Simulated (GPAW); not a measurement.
A run of GPAW 26.7.0:

File run.py:

```python
from ase import Atoms
from ase.eos import EquationOfState
from ase.io import Trajectory
from ase.units import GPa
from gpaw import GPAW, PW

atoms = Atoms(['Fe', 'Si', 'Si'],
              cell=[[2.684, 0.0, 0.0],
                    [0.0, 2.684, 0.0],
                    [0.0, 0.0, 5.128]],
              scaled_positions=[[0.0, 0.0, 0.0],
                                [0.5, 0.5, 0.73],
                                [0.5, 0.5, 0.27]],
              pbc=True)
atoms.set_initial_magnetic_moments([3.0, 0.0, 0.0])

traj = Trajectory('eos.traj', 'w')
volumes, energies = [], []
for x in [0.94, 0.96, 0.98, 1.0, 1.02, 1.04, 1.06]:
    a = atoms.copy()
    a.set_cell(atoms.cell * x**(1 / 3), scale_atoms=True)
    calc = GPAW(mode=PW(600),
                xc='LDA',
                kpts={'size': (8, 8, 4), 'gamma': True},
                occupations={'name': 'fermi-dirac', 'width': 0.05},
                nbands=19,
                convergence={'density': 1e-05, 'energy': 1e-05},
                maxiter=150,
                txt=f'eos-{x:.2f}.txt')
    a.calc = calc
    energies.append(a.get_potential_energy(force_consistent=True))
    volumes.append(a.get_volume())
    p = -a.get_stress()[:3].mean() / GPa
    calc.write(f'eos-{x:.2f}.gpw')
    traj.write(a)
    print(f'{x:.2f} {volumes[-1]:10.4f} A^3 {energies[-1]:14.6f} eV {p:9.3f} GPa', flush=True)

v0, e0, B = EquationOfState(volumes, energies, eos='birchmurnaghan').fit()
print(f'V0 = {v0:.4f} A^3, E0 = {e0:.6f} eV, B0 = {B / GPa:.2f} GPa')
```

Potentials or basis: the program's PAW data sets (release 1.2.1) made for this functional, pw.

The run is started by

```bash
$ OMP_NUM_THREADS=1 python run.py
```

Hardware: 1 thread of Arm Neoverse V1, on a shared host.

**Question.** Estimate the wall time of this run.

**Answer.** It took 6.1 min on 1 thread of Arm Neoverse V1 (shared host), peak memory 0.33 GiB. Counts: scf iterations 110, plane waves 1213, bands 19, k points 45.
